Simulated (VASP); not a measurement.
The system is BaS.

```xyz
2
Lattice="0.0000 3.1938 3.1938 3.1938 0.0000 3.1938 3.1938 3.1938 0.0000" Properties=species:S:1:pos:R:3 pbc="T T T"
Ba    0.0000    0.0000    0.0000
S     3.1938    3.1938    3.1938
```

Base run:

```yaml
Program: VASP 6.6.1
Functional: BLYP
Potentials_or_basis: VASP PAW PBE potentials, release 64 (Ba_sv, S)
Cutoff: 520 eV
k_mesh: 7 × 7 × 7
Occupations: fermi-dirac, width 0.05 eV
Spin: no spin polarisation
```

Its results: band gap on the k mesh 2.25 eV, indirect (least direct gap 2.39 eV).

Question: After a change of settings the same cell gave: band gap on the k mesh 2.53 eV, indirect (least direct gap 2.67 eV). Which change was it?
A. functional from BLYP to RPBE; further incar settings from ALGO = Normal; EDIFF = 1e-06 to ALGO = Normal; EDIFF = 1e-06; NBANDS = 15
B. functional from BLYP to r2SCAN
C. functional from BLYP to revPBE; further incar settings from ALGO = Normal; EDIFF = 1e-06 to ALGO = Normal; EDIFF = 1e-07; NBANDS = 15
D. functional from BLYP to PW91; further incar settings from ALGO = Normal; EDIFF = 1e-06 to ALGO = Normal; EDIFF = 1e-07

Answer: B.

r2SCAN gives the wider gap, since meta-GGAs in the generalised Kohn-Sham scheme recover part of the derivative discontinuity.

Caveats: spin-orbit coupling is left out, which moves the levels of the heavy elements.
